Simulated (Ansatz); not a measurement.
**Response of CsCl to small distortions**

```xyz
2
Lattice="4.1230 0.0000 0.0000 0.0000 4.1230 0.0000 0.0000 0.0000 4.1230" Properties=species:S:1:pos:R:3 pbc="T T T"
Cs    0.0000    0.0000    0.0000
Cl    2.0615    2.0615    2.0615
```

Atom numbers follow the list: Cs1, Cl2.

The conventional cell has a = 4.123 Å, b = 4.123 Å, c = 4.123 Å, α = 90.00°, β = 90.00°, γ = 90.00°. Cs (atom 1) is surrounded by 8 Cl at 3.57 Å. Cl (atom 2) has 8 Cs at 3.57 Å as nearest neighbours.

The cell is COD entry 9008789, as deposited and not checked against the literature; nothing was relaxed.

No spin–orbit coupling, which matters for the heavy atoms here.

All numbers below come from DFT, PBEsol, all-electron PAW with datasets made for the crystal, scalar-relativistic (Ansatz 0.2.0).

Sampling and basis: a Γ-centred 6×6×6 k mesh, Fermi–Dirac smearing of 0.03 eV, cutoff 200 eV (chosen by the program for this cell), no spin polarisation.

The unchanged cell is at -0.66 GPa.

x, y and z are the Cartesian axes of the cell as listed; fractional coordinates follow a strain, and an engineering shear is twice the off-diagonal strain component.

Vzz stands for the principal value of largest size of the field-gradient tensor, whatever its axis.

No spin–orbit coupling: at heavy atoms the gradients can be off by tens of per cent for that reason.

With equal xy, yz and zx engineering shear strains of -2 %: energy change under 1 meV/atom; stress change (xx, yy, zz, yz, xz, xy) 0.04, 0.04, 0.04, 0.15, 0.15, 0.15 GPa, compression positive; Vzz in 10²¹ V/m²: Cs1 0 → -1.70 (η = 0.00), Cl2 0 → -0.21 (η = 0.00); gap on the k mesh 5.06 → 5.04 eV.

Question: With this change (equal xy, yz and zx engineering shear strains of -1 %), what becomes of the energy and stress and field gradients and gap?

Answer: Energy change under 1 meV/atom; stress change (xx, yy, zz, yz, xz, xy) 0.01, 0.01, 0.01, 0.07, 0.07, 0.07 GPa, compression positive; Vzz in 10²¹ V/m²: Cs1 0 → -0.83 (η = 0.00), Cl2 0 → -0.10 (η = 0.00); gap on the k mesh 5.06 → 5.05 eV.

With equal xy, yz and zx engineering shear strains of +1 %: energy change under 1 meV/atom; stress change (xx, yy, zz, yz, xz, xy) 0.01, 0.01, 0.01, -0.06, -0.06, -0.06 GPa, compression positive; Vzz in 10²¹ V/m²: Cs1 0 → 0.78 (η = 0.00), Cl2 0 → 0.08 (η = 0.00); gap on the k mesh 5.06 → 5.06 eV.

Question: With this change (equal xy, yz and zx engineering shear strains of +2 %), what becomes of the energy and stress and field gradients and gap?

Answer: Energy change under 1 meV/atom; stress change (xx, yy, zz, yz, xz, xy) 0.03, 0.03, 0.03, -0.11, -0.11, -0.11 GPa, compression positive; Vzz in 10²¹ V/m²: Cs1 0 → 1.52 (η = 0.00), Cl2 0 → 0.15 (η = 0.00); gap on the k mesh 5.06 → 5.05 eV.
